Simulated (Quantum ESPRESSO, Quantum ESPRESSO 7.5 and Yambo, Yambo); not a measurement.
## BP (F-43m): G0W0 with Yambo, start to end

Aim: the G0W0 gap of BP (F-43m) on PBE, step by step.

Program: Quantum ESPRESSO 7.5 and Yambo 5.3.0. Level of theory: PBE and many-body steps on it, plane waves. Results are calculated unless marked as measured.

**1. Set-up**

Symmetry: F-43m, No. 216, cubic system. The conventional cell has a = 4.538 Å, b = 4.538 Å, c = 4.538 Å, α = 90.00°, β = 90.00°, γ = 90.00°. Nearest to B lie 4 P at 1.97 Å. Nearest to P lie 4 B at 1.97 Å. Farther neighbours are not listed.

The cell and positions come from the Crystallography Open Database and are kept as given unless a step says otherwise.

**2. Ground state**

This step: Quantum ESPRESSO 7.5; DFT, PBE, plane waves, norm-conserving pseudopotentials.

The ground-state density comes first.

The input, pw.in:

```
&control
  calculation = 'scf'
  prefix = 'x'
  outdir = 'o'
  pseudo_dir = 'pseudo'
/
&system
  ibrav = 0
  nat = 2
  ntyp = 2
  ecutwfc = 68.0
  nbnd = 9
  force_symmorphic = .true.
/
&electrons
  conv_thr = 1e-10
  electron_maxstep = 80
  mixing_beta = 0.5
/
ATOMIC_SPECIES
  B 10.81 B.upf
  P 30.974 P.upf
CELL_PARAMETERS angstrom
  0.0000000000 2.2690000000 2.2690000000
  2.2690000000 0.0000000000 2.2690000000
  2.2690000000 2.2690000000 0.0000000000
ATOMIC_POSITIONS crystal
  B 0.0000000000 0.0000000000 0.0000000000
  P 0.2500000000 0.2500000000 0.2500000000
K_POINTS automatic
  8 8 8 0 0 0
```

Run with:

```console
$ OMP_NUM_THREADS=1 mpirun -n 4 pw.x -nk 4 -in pw.in > pw.out
```

What it wrote:

```text
Program PWSCF v.7.5 starts

     This program is part of the open-source Quantum ESPRESSO suite
     for quantum simulation of materials; please cite
         "P. Giannozzi et al., J. Phys.:Condens. Matter 21 395502 (2009);
         "P. Giannozzi et al., J. Phys.:Condens. Matter 29 465901 (2017);
         "P. Giannozzi et al., J. Chem. Phys. 152 154105 (2020);
     in publications or presentations arising from this work. More details at
     Message from routine setup:
     using ibrav=0 with symmetry is DISCOURAGED, use correct ibrav instead

     G-vector sticks info

     bravais-lattice index     =            0
     lattice parameter (alat)  =       6.0638  a.u.
     unit-cell volume          =     157.6631 (a.u.)^3
     number of atoms/cell      =            2
     number of atomic types    =            2
     number of electrons       =         8.00
     number of Kohn-Sham states=            9
     kinetic-energy cutoff     =      68.0000  Ry
     charge density cutoff     =     272.0000  Ry
     scf convergence threshold =      1.0E-10
     mixing beta               =       0.5000
     number of iterations used =            8  plain     mixing
     Exchange-correlation= PBE
                           (   1   4   3   4   0   0   0)

     celldm(1)=   6.063849  celldm(2)=   0.000000  celldm(3)=   0.000000
     celldm(4)=   0.000000  celldm(5)=   0.000000  celldm(6)=   0.000000

     crystal axes: (cart. coord. in units of alat)
               a(1) = (   0.000000   0.707107   0.707107 )
               a(2) = (   0.707107   0.000000   0.707107 )
               a(3) = (   0.707107   0.707107   0.000000 )

     reciprocal axes: (cart. coord. in units 2 pi/alat)
               b(1) = ( -0.707107  0.707107  0.707107 )
               b(2) = (  0.707107 -0.707107  0.707107 )
               b(3) = (  0.707107  0.707107 -0.707107 )
     Pseudo is Norm-conserving + core correction, Zval =  3.0
     Generated using ONCVPSP code by D. R. Hamann
     Using radial grid of 1534 points,  4 beta functions with:
     Pseudo is Norm-conserving + core correction, Zval =  5.0
     Generated using ONCVPSP code by D. R. Hamann
     Using radial grid of 1298 points,  6 beta functions with:
     B                 3.00    10.81000     B ( 1.00)
     P                 5.00    30.97400     P ( 1.00)

     24 Sym. Ops. (no inversion) found

   Cartesian axes

     site n.     atom                  positions (alat units)
         1        B      tau(   1) = (   0.0000000   0.0000000   0.0000000  )
         2        P      tau(   2) = (   0.3535534   0.3535534   0.3535534  )

     number of k points=    29
                       cart. coord. in units 2pi/alat
        k(    1) = (   0.0000000   0.0000000   0.0000000), wk =   0.0039062
        k(    2) = (   0.0883883   0.0883883  -0.0883883), wk =   0.0312500
        k(    3) = (   0.1767767   0.1767767  -0.1767767), wk =   0.0312500
        k(    4) = (   0.2651650   0.2651650  -0.2651650), wk =   0.0312500
        k(    5) = (  -0.3535534  -0.3535534   0.3535534), wk =   0.0156250
        k(    6) = (   0.1767767   0.0000000   0.0000000), wk =   0.0234375
        k(    7) = (   0.2651650   0.0883883  -0.0883883), wk =   0.0937500
        k(    8) = (   0.3535534   0.1767767  -0.1767767), wk =   0.0937500
        k(    9) = (  -0.2651650  -0.4419417   0.4419417), wk =   0.0937500
        k(   10) = (  -0.1767767  -0.3535534   0.3535534), wk =   0.0937500
     [... 17 further rows ...]
        k(   28) = (  -0.7071068   0.1767767  -0.0000000), wk =   0.0468750
        k(   29) = (  -0.7071068   0.3535534   0.0000000), wk =   0.0234375

     Dense  grid:    11935 G-vectors     FFT dimensions: (  32,  32,  32)

     Initial potential from superposition of free atoms

     starting charge       7.9996, renormalised to       8.0000
     Starting wfcs are    8 randomized atomic wfcs +    1 random wfcs

     per-process dynamical memory:    12.5 Mb

     Self-consistent Calculation

     iteration #  1     ecut=    68.00 Ry     beta= 0.50

     total energy              =     -19.77114222 Ry
     estimated scf accuracy    <       0.15770016 Ry

     iteration #  2     ecut=    68.00 Ry     beta= 0.50

     total energy              =     -19.79268531 Ry
     estimated scf accuracy    <       0.01086019 Ry

     iteration #  3     ecut=    68.00 Ry     beta= 0.50

     total energy              =     -19.79331022 Ry
     estimated scf accuracy    <       0.00186359 Ry

     iteration #  4     ecut=    68.00 Ry     beta= 0.50

     total energy              =     -19.79346775 Ry
     estimated scf accuracy    <       0.00003488 Ry

     iteration #  5     ecut=    68.00 Ry     beta= 0.50

     total energy              =     -19.79347979 Ry
     estimated scf accuracy    <       0.00000918 Ry

     iteration #  6     ecut=    68.00 Ry     beta= 0.50

     total energy              =     -19.79348110 Ry
     estimated scf accuracy    <       0.00000002 Ry

     iteration #  7     ecut=    68.00 Ry     beta= 0.50

     total energy              =     -19.79348116 Ry
     estimated scf accuracy    <       0.00000001 Ry

     iteration #  8     ecut=    68.00 Ry     beta= 0.50

     total energy              =     -19.79348116 Ry
     estimated scf accuracy    <          3.1E-10 Ry

     iteration #  9     ecut=    68.00 Ry     beta= 0.50

     End of self-consistent calculation

          k = 0.0000 0.0000 0.0000 (  1459 PWs)   bands (ev):

    -6.2179   9.2413   9.2413   9.2413  12.6481  12.6481  12.6481  16.5991
    20.7643

          k = 0.0884 0.0884-0.0884 (  1462 PWs)   bands (ev):

    -5.9368   7.3894   8.8139   8.8139  13.1769  13.2379  13.2379  17.3901
    20.4104

          k = 0.1768 0.1768-0.1768 (  1477 PWs)   bands (ev):

    -5.1124   4.3986   8.1252   8.1252  13.2405  14.0061  14.0061  18.8438
    20.1611

          k = 0.2652 0.2652-0.2652 (  1483 PWs)   bands (ev):

     [... further k-points ...]

     highest occupied, lowest unoccupied level (ev):     9.2413   10.5218

!    total energy              =     -19.79348116 Ry
     estimated scf accuracy    <          6.7E-12 Ry

     The total energy is the sum of the following terms:
     one-electron contribution =       6.57260983 Ry
     hartree contribution      =       1.26167595 Ry
     xc contribution           =      -6.64452740 Ry
     ewald contribution        =     -20.98323954 Ry

     convergence has been achieved in   9 iterations

     XML data file, charge density, pseudopotentials, collected wavefunctions

=------------------------------------------------------------------------------=
   JOB DONE.
=------------------------------------------------------------------------------=
```

Run time: 2.1 s. Hardware: 4 MPI ranks of Arm Neoverse V1, shared host; peak memory 0.19 GiB; 7.9 s of CPU time.

Numbers from this step:

```
total energy               : -269.3040 eV
gap                        : 1.281 eV
k of the valence top       : 0, 0, 0
k of the conduction bottom : 0, 0.375, 0.375
least direct gap           : 3.407 eV
```

The gap is indirect, with the least direct gap 2.13 eV higher.

**3. Bands along the symmetry lines**

Levels along a band path, at the cheap level, show where the edges lie and whether the meshes to come will hold them.

The input, pw.in:

```
&control
  calculation = 'bands'
  prefix = 'x'
  outdir = 'o'
  pseudo_dir = 'pseudo'
/
&system
  ibrav = 0
  nat = 2
  ntyp = 2
  ecutwfc = 68.0
  nbnd = 10
  force_symmorphic = .true.
/
&electrons
  conv_thr = 1e-9
  electron_maxstep = 80
  diago_full_acc = .true.
  diago_thr_init = 5e-6
/
ATOMIC_SPECIES
  B 10.81 B.upf
  P 30.974 P.upf
CELL_PARAMETERS angstrom
  0.0000000000 2.2690000000 2.2690000000
  2.2690000000 0.0000000000 2.2690000000
  2.2690000000 2.2690000000 0.0000000000
ATOMIC_POSITIONS crystal
  B 0.0000000000 0.0000000000 0.0000000000
  P 0.2500000000 0.2500000000 0.2500000000
K_POINTS crystal
  50
  0.00000000 0.00000000 0.00000000 1
  -0.06250000 -0.06250000 0.00000000 1
  -0.12500000 -0.12500000 0.00000000 1
  -0.18750000 -0.18750000 0.00000000 1
  -0.25000000 -0.25000000 0.00000000 1
  -0.31250000 -0.31250000 0.00000000 1
  -0.37500000 -0.37500000 0.00000000 1
  -0.43750000 -0.43750000 0.00000000 1
  -0.50000000 -0.50000000 0.00000000 1
  -0.48437500 -0.48437500 0.03125000 1
  -0.46875000 -0.46875000 0.06250000 1
  -0.45312500 -0.45312500 0.09375000 1
  -0.43750000 -0.43750000 0.12500000 1
  -0.42187500 -0.42187500 0.15625000 1
  -0.40625000 -0.40625000 0.18750000 1
  -0.39062500 -0.39062500 0.21875000 1
  -0.37500000 -0.37500000 0.25000000 1
  -0.37500000 0.00000000 0.37500000 1
  -0.32812500 0.00000000 0.32812500 1
  -0.28125000 0.00000000 0.28125000 1
  -0.23437500 0.00000000 0.23437500 1
  -0.18750000 0.00000000 0.18750000 1
  -0.14062500 0.00000000 0.14062500 1
  -0.09375000 0.00000000 0.09375000 1
  -0.04687500 0.00000000 0.04687500 1
  0.00000000 0.00000000 0.00000000 1
  0.00000000 0.00000000 0.06250000 1
  0.00000000 0.00000000 0.12500000 1
  0.00000000 0.00000000 0.18750000 1
  0.00000000 0.00000000 0.25000000 1
  0.00000000 0.00000000 0.31250000 1
  0.00000000 0.00000000 0.37500000 1
  0.00000000 0.00000000 0.43750000 1
  0.00000000 0.00000000 0.50000000 1
  -0.06250000 -0.03125000 0.46875000 1
  -0.12500000 -0.06250000 0.43750000 1
  -0.18750000 -0.09375000 0.40625000 1
  -0.25000000 -0.12500000 0.37500000 1
  -0.31250000 -0.15625000 0.34375000 1
  -0.37500000 -0.18750000 0.31250000 1
  -0.43750000 -0.21875000 0.28125000 1
  -0.50000000 -0.25000000 0.25000000 1
  -0.50000000 -0.28125000 0.21875000 1
  -0.50000000 -0.31250000 0.18750000 1
  -0.50000000 -0.34375000 0.15625000 1
  -0.50000000 -0.37500000 0.12500000 1
  -0.50000000 -0.40625000 0.09375000 1
  -0.50000000 -0.43750000 0.06250000 1
  -0.50000000 -0.46875000 0.03125000 1
  -0.50000000 -0.50000000 0.00000000 1
```

What it wrote:

```text
[banner, memory and clock lines left out]
Program PWSCF v.7.5 starts

     Atomic positions and unit cell read from directory:
     o/x.save/

     Message from routine setup:
     using ibrav=0 with symmetry is DISCOURAGED, use correct ibrav instead

     G-vector sticks info

     bravais-lattice index     =            0
     lattice parameter (alat)  =       6.0638  a.u.
     unit-cell volume          =     157.6631 (a.u.)^3
     number of atoms/cell      =            2
     number of atomic types    =            2
     number of electrons       =         8.00
     number of Kohn-Sham states=           10
     kinetic-energy cutoff     =      68.0000  Ry
     charge density cutoff     =     272.0000  Ry
     Exchange-correlation= PBE
                           (   1   4   3   4   0   0   0)

     celldm(1)=   6.063849  celldm(2)=   0.000000  celldm(3)=   0.000000
     celldm(4)=   0.000000  celldm(5)=   0.000000  celldm(6)=   0.000000

     crystal axes: (cart. coord. in units of alat)
               a(1) = (   0.000000   0.707107   0.707107 )
               a(2) = (   0.707107   0.000000   0.707107 )
               a(3) = (   0.707107   0.707107   0.000000 )

     reciprocal axes: (cart. coord. in units 2 pi/alat)
               b(1) = ( -0.707107  0.707107  0.707107 )
               b(2) = (  0.707107 -0.707107  0.707107 )
               b(3) = (  0.707107  0.707107 -0.707107 )
     Pseudo is Norm-conserving + core correction, Zval =  3.0
     Generated using ONCVPSP code by D. R. Hamann
     Using radial grid of 1534 points,  4 beta functions with:
     Pseudo is Norm-conserving + core correction, Zval =  5.0
     Generated using ONCVPSP code by D. R. Hamann
     Using radial grid of 1298 points,  6 beta functions with:
     B                 3.00    10.81000     B ( 1.00)
     P                 5.00    30.97400     P ( 1.00)

     24 Sym. Ops. (no inversion) found

   Cartesian axes

     site n.     atom                  positions (alat units)
         1        B      tau(   1) = (   0.0000000   0.0000000   0.0000000  )
         2        P      tau(   2) = (   0.3535534   0.3535534   0.3535534  )

     number of k points=    50
                       cart. coord. in units 2pi/alat
        k(    1) = (   0.0000000   0.0000000   0.0000000), wk =   0.0400000
        k(    2) = (   0.0000000   0.0000000  -0.0883883), wk =   0.0400000
        k(    3) = (   0.0000000   0.0000000  -0.1767767), wk =   0.0400000
[...]
[... 38 further rows ...]
        k(   49) = (   0.0441942  -0.0000000  -0.7071068), wk =   0.0400000
        k(   50) = (   0.0000000   0.0000000  -0.7071068), wk =   0.0400000

     Dense  grid:    11935 G-vectors     FFT dimensions: (  32,  32,  32)

     The potential is recalculated from file :
     o/x.save/charge-density

     Starting wfcs are    8 randomized atomic wfcs +    2 random wfcs

     Band Structure Calculation

     End of band structure calculation

          k = 0.0000 0.0000 0.0000 (  1459 PWs)   bands (ev):

    -6.2179   9.2413   9.2413   9.2413  12.6481  12.6481  12.6481  16.5991
    20.7644  21.2875

          k = 0.0000 0.0000-0.0884 (  1463 PWs)   bands (ev):

    -6.1239   8.8552   8.8552   8.9160  12.4613  13.1377  13.1377  16.8310
    20.4537  21.0804

          k = 0.0000 0.0000-0.1768 (  1479 PWs)   bands (ev):

    -5.8428   8.0619   8.0673   8.0673  12.0247  14.2316  14.2317  16.8414
    19.5890  21.6861

          k =-0.0000 0.0000-0.2652 (  1479 PWs)   bands (ev):

[...]
k = 0.0000 0.0000-0.3536 (  1491 PWs)   bands (ev):

[...]
k = 0.0000-0.0000-0.4419 (  1495 PWs)   bands (ev):

[...]
k =-0.0000 0.0000-0.5303 (  1504 PWs)   bands (ev):

[...]
k = 0.0000-0.0000-0.6187 (  1508 PWs)   bands (ev):

[...]
k = 0.5303-0.0000-0.5303 (  1494 PWs)   bands (ev):

[...]
k = 0.0000 0.0000 0.0000 (  1459 PWs)   bands (ev):

[...]
k = 0.1326 0.0000-0.7071 (  1510 PWs)   bands (ev):

[...]
k = 0.0884-0.0000-0.7071 (  1502 PWs)   bands (ev):

[...]
k = 0.0442-0.0000-0.7071 (  1516 PWs)   bands (ev):

    -1.3562   0.6783   5.0593   5.0629  10.7031  11.0325  21.1737  21.2770
    24.2024  25.4788

          k = 0.0000 0.0000-0.7071 (  1524 PWs)   bands (ev):

    -1.3655   0.6632   5.1277   5.1277  10.5886  10.9084  21.3078  21.3078
    24.4515  25.7231

     XML data file, pseudopotentials, collected wavefunctions
```

Run time: 1.8 s. Hardware: 4 MPI ranks; peak memory 0.05 GiB; 6.7 s of CPU time.

This step gave:

| Quantity | Value |
| --- | --- |
| gap | 1.260 eV |
| k of the valence top | 0, 0, 0 |
| k of the conduction bottom | -0.4375, -0.4375, 0 |
| least direct gap | 3.407 eV |

The gap is 1.260 eV, −0.021 eV from the run before at this level.

Electronic bands along the path, in eV, zero at the top of the highest filled band; v1 is the highest filled band, c1 the lowest empty one:

```
    point      v4     v3     v2     v1    c1    c2     c3     c4
        Γ  -15.46   0.00   0.00   0.00  3.41  3.41   3.41   7.36
  halfway  -13.98  -3.69  -2.73  -2.73  1.82  4.96   7.71   7.71
        X  -10.61  -8.58  -4.11  -4.11  1.35  1.67  12.07  12.07
  halfway  -10.55  -8.46  -5.05  -3.96  1.65  3.01  11.32  11.62
        U  -10.61  -8.16  -6.22  -3.50  2.16  6.00   9.71  10.59
jump to K  -10.61  -8.16  -6.22  -3.50  2.16  6.00   9.71  10.59
  halfway  -13.81  -4.91  -3.87  -1.08  4.56  5.09   6.13   8.30
        Γ  -15.46   0.00   0.00   0.00  3.41  3.41   3.41   7.36
  halfway  -14.35  -4.84  -1.12  -1.12  4.00  4.76   4.76   9.60
        L  -12.14  -9.03  -1.76  -1.76  3.78  4.72   4.72  10.13
  halfway  -11.48  -8.44  -4.52  -3.11  4.19  5.20   8.29   9.77
        W  -10.33  -8.05  -5.67  -5.47  5.33  6.77   7.23   7.45
  halfway  -10.48  -8.36  -4.93  -4.86  2.90  3.37  10.21  10.99
        X  -10.61  -8.58  -4.11  -4.11  1.35  1.67  12.07  12.07
```

The electronic bands as a text plot (rows in eV, shown from -8.0 to 7.3 only):

```
    6.9 |                   ++++                     +    +
    6.3 |    +            +   +++                       ++
    5.7 |                                           +  +   +
    5.0 |  ++ ++         +      +++         +++++ +++++ +++++
    4.4 |                       +++++      +     +++ +++    +
    3.8 | +     ++      +     ++   +++  +++++++++++++
    3.1 |++            +    ++        ++                     +
    2.5 |  +++    +        +                                  +
    1.9 |     ++   ++++++++                                    ++
    1.2 |       +++++++                                         +
    0.6 |
   -0.1 |**                        ******
   -0.7 | *                      **  *  ****
   -1.3 |  **                   *  **       ****
   -2.0 |    *                **   **    **     *****
   -2.6 |    ***            **   **                 **
   -3.2 |       **        **     **        *          *
   -3.9 |     **  ********      *                    * *        *
   -4.5 |             *                               * *     **
   -5.1 |       **     **     ***           *          * * ***
   -5.8 |                *  **                          ****
   -6.4 |         *       **  **             **
   -7.0 |                   **
   -7.7 |          **      *                   *
         Γ           X  U|K            Γ         L        W     X
```

(Part 1 of 3 ends here.)

[Paths, hosts, dates, memory and timing lines, banners, echoed tables and standing remarks are left out of the program output.]

[Logs are printed without paths, hosts, clocks, repeated set-up lines and the standing remarks that a program may print on its own settings, such as how far it seeks lower states.]

[Runs of the session that timed out or met a known fault of the program may be left out.]

[Hosts, paths, dates, database ids (printed as entryN), source tags and the programs' standing remarks are cut or masked in the printed files.]
